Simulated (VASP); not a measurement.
# FeO (Wuestite) (R-3m) in VASP: settings compared

The runs below take FeO (Wuestite) through electron localisation function, band structure, equation of state, electric field gradients, relaxation of the atoms, with LDA+U, RPBE+D4+U, r2SCAN+D3(BJ)+U, PBEsol, optB86b-vdW+U.

Program: VASP 6.6.1. These are calculated values, not measurements. Logs are shortened: lines on timing, memory, paths and dates and some standing lists are left out, and cuts for length are marked.

**1. The crystal as given**

The structure is trigonal, space group R-3m (No. 166). The conventional cell has a = 3.038 Å, b = 3.038 Å, c = 7.559 Å, α = 90.00°, β = 90.00°, γ = 120.00°. Around Fe (site symmetry -3m) lie 6 O at 2.16 Å. O (site symmetry -3m) has 6 Fe at 2.16 Å as nearest neighbours.

**2. Electron localisation function, LDA+U, collinear spin, antiferromagnetic start**

INCAR

```
SYSTEM = FeO
PREC = Accurate
ENCUT = 520
EDIFF = 1E-6
ISMEAR = 0
SIGMA = 0.05
LREAL = .FALSE.
LASPH = .TRUE.
NELM = 150
ALGO = Fast
ISIF = 2
LWAVE = .FALSE.
LCHARG = .TRUE.
ISPIN = 2
MAGMOM = 3 -3 0 0
LORBIT = 11
NUPDOWN = 0
LMAXMIX = 4
LDAU = .TRUE.
LDAUTYPE = 1
LDAUL = 2 -1
LDAUU = 5 0
LDAUJ = 0.5 0
LDAUPRINT = 1
LELF = .TRUE.
```

KPOINTS

```
regular mesh
0
G
  10 10 10
  0 0 0
```

POSCAR

```
FeO
1.0
   -1.5188209023     -0.8768916568      5.0391545692
    1.5188209023     -0.8768916568      5.0391545692
    0.0000000000      1.7537833136      5.0391545692
Fe O
2 2
Direct
    0.0000000000      0.0000000000      0.0000000000
    0.5000000000      0.5000000000      0.5000000000
    0.2500000000      0.2500000000      0.2500000000
    0.7500000000      0.7500000000      0.7500000000
```

Potentials or basis: VASP PAW LDA potentials, release 64 (Fe, O).

Started as:

```bash
$ cat potpaw_LDA.64/Fe/POTCAR potpaw_LDA.64/O/POTCAR > POTCAR
$ mpirun -np 1 vasp_std > vasp.out
```

OUTCAR:

```text
SYSTEM = FeO
   PREC = Accurate
   ENCUT = 520
   EDIFF = 1E-6
   ISMEAR = 0
   LREAL = .FALSE.
   LASPH = .TRUE.
   NELM = 150
   ISIF = 2
   ISPIN = 2
   LORBIT = 11
   NUPDOWN = 0

 ion  position               nearest neighbor table
   1  0.000  0.000  0.000-   4 2.16   4 2.16   3 2.16   3 2.16   4 2.16   3 2.16   2 3.07   2 3.07
                             2 3.07   2 3.07   2 3.07   2 3.07
   2  0.500  0.500  0.500-   3 2.16   3 2.16   4 2.16   4 2.16   3 2.16   4 2.16   1 3.07   1 3.07
                             1 3.07   1 3.07   1 3.07   1 3.07
   3  0.250  0.250  0.250-   1 2.16   1 2.16   2 2.16   2 2.16   1 2.16   2 2.16
   4  0.750  0.750  0.750-   2 2.16   2 2.16   1 2.16   1 2.16   2 2.16   1 2.16

  LATTYP: Found a trigonal (rhomboedric) cell.
 ALAT       =     5.3356194283
 COS(alpha) =     0.8379408951

  Lattice vectors:

 A1 = (  -1.5188209023,  -0.8768916568,   5.0391545692)
 A2 = (   1.5188209023,  -0.8768916568,   5.0391545692)
 A3 = (   0.0000000000,   1.7537833136,   5.0391545692)

Analysis of symmetry for initial positions (statically):
=====================================================================
 Subroutine PRICEL returns following result:

  LATTYP: Found a trigonal (rhomboedric) cell.
 ALAT       =     3.0698575869
 COS(alpha) =     0.5104391626
[... 12 lines left out ...]
 Subroutine GETGRP returns: Found 12 space group operations
 (whereof 12 operations were pure point group operations)
 out of a pool of 12 trial point group operations.

The static configuration has the point symmetry D_3d.

Analysis of symmetry for dynamics (positions and initial velocities):
=====================================================================
 Subroutine PRICEL returns following result:

  LATTYP: Found a trigonal (rhomboedric) cell.
 ALAT       =     3.0698575869
 COS(alpha) =     0.5104391626
[... 12 lines left out ...]
 Subroutine GETGRP returns: Found 12 space group operations
 (whereof 12 operations were pure point group operations)
 out of a pool of 12 trial point group operations.

The dynamic configuration has the point symmetry D_3d.

Analysis of structural, dynamic, and magnetic symmetry:
=====================================================================
[... 224 lines left out ...]
  o =  0.4749  v =  0.6307  0.0000  0.0000  0.7760 -0.0000  0.0000  0.0000  0.0000  0.0000  0.0000      0.0000  0.0000  0.0000  0.0000  0.0000  0.0000  0.0000  0.0000  0.0000  0.0000
  o =  0.4749  v =  0.0000 -0.7760 -0.0000 -0.0000 -0.6307  0.0000  0.0000  0.0000  0.0000  0.0000      0.0000  0.0000  0.0000  0.0000  0.0000  0.0000  0.0000  0.0000  0.0000  0.0000
  o =  0.9659  v =  0.0000  0.0000  0.0000  0.0000  0.0000 -0.8361  0.0000 -0.0000 -0.5486 -0.0000      0.0000  0.0000  0.0000  0.0000  0.0000  0.0000  0.0000  0.0000  0.0000  0.0000
  o =  0.9659  v =  0.0000  0.0000  0.0000  0.0000  0.0000  0.0000  0.5486 -0.0000  0.0000  0.8361      0.0000  0.0000  0.0000  0.0000  0.0000  0.0000  0.0000  0.0000  0.0000  0.0000
  o =  0.9712  v =  0.0000  0.0000  0.0000  0.0000  0.0000  0.0000 -0.0000 -1.0000  0.0000 -0.0000      0.0000  0.0000  0.0000  0.0000  0.0000  0.0000  0.0000  0.0000  0.0000  0.0000
  o =  1.0127  v =  0.0000  0.0000  0.0000  0.0000  0.0000 -0.5486 -0.0000  0.0000  0.8361  0.0000      0.0000  0.0000  0.0000  0.0000  0.0000  0.0000  0.0000  0.0000  0.0000  0.0000
  o =  1.0127  v =  0.0000  0.0000  0.0000  0.0000  0.0000  0.0000  0.8361 -0.0000  0.0000 -0.5486      0.0000  0.0000  0.0000  0.0000  0.0000  0.0000  0.0000  0.0000  0.0000  0.0000

 number of electron      28.0000004 magnetization      -0.0000000

 Free energy of the ion-electron system (eV)
  ---------------------------------------------------
  ext. energy  EPLUGINS =         0.00000000
  ---------------------------------------------------
  free energy    TOTEN  =       -28.38088315 eV

  energy without entropy =      -28.37598991  energy(sigma->0) =      -28.37843653

 E-fermi :   5.7840     XC(G=0): -12.5701

 val. band max:        5.7849317322   @ k =  -0.4000   0.2000  -0.0000
 cond. band min:       5.7849317320   @ k =  -0.4000   0.2000  -0.0000
 fundamental gap:     -0.0000000002
 Fermi energy:         5.7867062688

 spin component 1

 k-point     1 :       0.0000    0.0000    0.0000
  band No.  band energies     occupation
      1     -14.1704      1.00000
      2     -12.9666      1.00000
      3      -2.8057      1.00000
      4      -1.2182      1.00000
      5      -1.2182      1.00000
      6       0.7132      1.00000
[... 1001 lines left out ...]
     17       8.6005      0.00000
     18       8.8686      0.00000

 [... further k-points ...]
[... 5 lines left out ...]
  --------------------------------------------------------------------------------------
  -------------------------------------------------------------------------------------
  Total       -3.9060273     -3.9060273     -2.8099077      0.0000000     -0.0000000     -0.0000000
  in kB     -155.4119536   -155.4119536   -111.7998436      0.0000000     -0.0000000     -0.0000000
  external PRESSURE =    -140.8745836 kB  Pullay stress =       0.0000000 kB

 VOLUME and BASIS-vectors are now :
 -----------------------------------------------------------------------------
  energy-cutoff  :      520.00
  volume of cell :       40.27
      direct lattice vectors                 reciprocal lattice vectors
    -1.518820902 -0.876891657  5.039154569    -0.329202738 -0.190065290  0.066148662
     1.518820902 -0.876891657  5.039154569     0.329202738 -0.190065290  0.066148662
     0.000000000  1.753783314  5.039154569     0.000000000  0.380130579  0.066148662

 POSITION                                       TOTAL-FORCE (eV/Angst)
 -----------------------------------------------------------------------------------
      0.00000      0.00000      0.00000         0.000000     -0.000000     -0.000000
      0.00000      0.00000      7.55873         0.000000     -0.000000      0.000000
      0.00000      0.00000      3.77937        -0.000000      0.000000      0.000000
      0.00000      0.00000     11.33810        -0.000000     -0.000000     -0.000000
 -----------------------------------------------------------------------------------
    total drift:                               -0.000000     -0.000000      0.000000

  FREE ENERGIE OF THE ION-ELECTRON SYSTEM (eV)
  ---------------------------------------------------
  free  energy   TOTEN  =       -28.3808831549 eV

  energy  without entropy=      -28.3759899107  energy(sigma->0) =      -28.37843653

 total charge

# of ion       s       p       d       tot
------------------------------------------
    1        0.296   0.367   6.136   6.799
    2        0.296   0.367   6.136   6.799
    3        1.542   3.426   0.000   4.968
    4        1.542   3.426   0.000   4.968
--------------------------------------------------
tot          3.677   7.585  12.273  23.535

 magnetization (x)

# of ion       s       p       d       tot
------------------------------------------
    1        0.006   0.007   3.690   3.703
    2       -0.006  -0.007  -3.690  -3.703
    3        0.000   0.000   0.000   0.000
    4        0.000   0.000   0.000   0.000
--------------------------------------------------
tot          0.000   0.000   0.000   0.000
```

It took 7.8 min on 1 thread of Intel Xeon Platinum 8559C (Emerald Rapids), shared host; peak memory 0.31 GiB.

Results:

| Quantity | Value |
| --- | --- |
| Free energy | -28.3809 eV |
| Pressure | -14.1 GPa |
| Net moment | 0.00 μB per cell |
| Site moments | Fe +3.70, -3.70; O +0.00 μB |
| Valence electrons inside the program's atomic spheres | Fe 6.80; O 4.97 |

Stress tensor (GPa, compression positive):
```
-15.54   0.00   0.00
  0.00 -15.54   0.00
  0.00   0.00 -11.18
```

Eigenvalues of the final occupation matrices:
| site | spin | trace | eigenvalues |
| --- | --- | --- | --- |
| site 1 d | 1 | 4.93 | 0.97 0.97 0.97 1.01 1.01 |
| site 1 d | 2 | 1.23 | 0.05 0.12 0.12 0.47 0.47 |
| site 2 d | 1 | 1.23 | 0.05 0.12 0.12 0.47 0.47 |
| site 2 d | 2 | 4.93 | 0.97 0.97 0.97 1.01 1.01 |

Caveat: the total moment is fixed, so each spin has its own Fermi level.

(Part 1 of 3 ends here.)
